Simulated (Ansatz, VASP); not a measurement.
# BeS: VASP beside Ansatz

Contents of INCAR:

```
SYSTEM = BeS
PREC = Accurate ; ENCUT = 520
EDIFF = 1E-7 ; ISMEAR = -1
SIGMA = 0.05 ; LREAL = .False.
LASPH = .True. ; NELM = 100
ALGO = Normal ; ISIF = 2
LWAVE = .False. ; LCHARG = .True.
GGA = PS ; LELF = .True.
LVHAR = .True. ; NBANDS = 11
```

Contents of KPOINTS:

```
regular mesh
0
Gamma
  9 9 9
  0 0 0
```

The input POSCAR:

```
BeS
1.0
    0.0000000000      2.4250000000      2.4250000000
    2.4250000000      0.0000000000      2.4250000000
    2.4250000000      2.4250000000      0.0000000000
S Be
1 1
Direct
    0.7500000000      0.7500000000      0.7500000000
    0.0000000000      0.0000000000      0.0000000000
```

input.yaml

```yaml
crystal:
  lattice:
    - [0.0, 2.425, 2.425]
    - [2.425, 0.0, 2.425]
    - [2.425, 2.425, 0.0]
  atoms:
    - { symbol: S, position: [0.75, 0.75, 0.75] }
    - { symbol: Be, position: [0.0, 0.0, 0.0] }
hamiltonian:
  xc: pbesol
  pseudopotentials: { kind: paw }
kpoints:
  mp_grid: { grid: [9, 9, 9] }
scf:
  occupations: { method: fermi_dirac, width: 0.05 }
output:
  forces: true
  stress: true
  eigenvalues: true
  write_density: true
  write_potential: true
  elf: true
  volumetric_format: npy
```

Alike in both runs: task single point; functional PBEsol; k mesh 9 × 9 × 9; occupations fermi-dirac, width 0.05 eV; no spin polarisation.

|  | VASP | Ansatz |
| --- | --- | --- |
| version | VASP 6.6.1 | Ansatz 0.2.0 |
| potentials or method | VASP PAW PBE potentials, release 64 (S, Be) | Ansatz PAW |
| plane-wave cutoff (eV) | 520 | 420 |
| valence electrons in the cell | 8 | 8 |

Ansatz gave:

| Property | Result |
| --- | --- |
| gap on the k mesh at the Fermi level (eV) | 3.02 |
| least direct gap on the mesh (eV) | 5.58 |
| pressure (GPa) | -0.7 |

Q: What did VASP give for the same quantities?

A: gap on the k mesh at the Fermi level (eV): 3.03; least direct gap on the mesh (eV): 5.61; pressure (GPa): -0.6.

Caveats: the PAW data sets were made with another functional, which shifts forces and pressure a little (VASP); an odd mesh through Γ misses points on the zone boundary, where band edges often lie (VASP); odd divisions of the mesh miss points on the zone boundary, where band edges often lie, so the gap on the mesh can be too wide (Ansatz); the PAW data sets come from PBE, with cores solved anew for the run's functional, which leaves a small shift of forces and pressure (Ansatz). PBEsol gaps usually lie below the measured ones, often by a third to a half.
